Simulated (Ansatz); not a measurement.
Cubic perovskite BaSnO3, treated with LDA (plane waves, PAW; Ansatz, a first-principles code).

Settings: plane-wave cutoff 520 eV, 6×6×6 k mesh, perturbation theory, scalar-relativistic PAW data made under PBE.

Computed at the level's own relaxed cell.

Harmonic phonon frequencies (cm⁻¹; i marks an imaginary mode; at Γ without the LO shift):

```
q point                                                  frequencies
-------  -----------------------------------------------------------
Γ              0 0 0 128 128 128 205 205 205 228 228 228 638 638 638
X          94 94 126 126 143 227 232 232 240 240 245 399 643 643 705
M          81 91 102 102 155 216 216 254 254 306 306 379 502 649 748
R        43i 43i 43i 114 114 114 274 274 274 323 323 323 499 499 768
```

Imaginary modes appear, so the structure is dynamically unstable at this level.

Note: the run finds an imaginary mode (43i cm⁻¹), so the cell is a saddle point at this level.
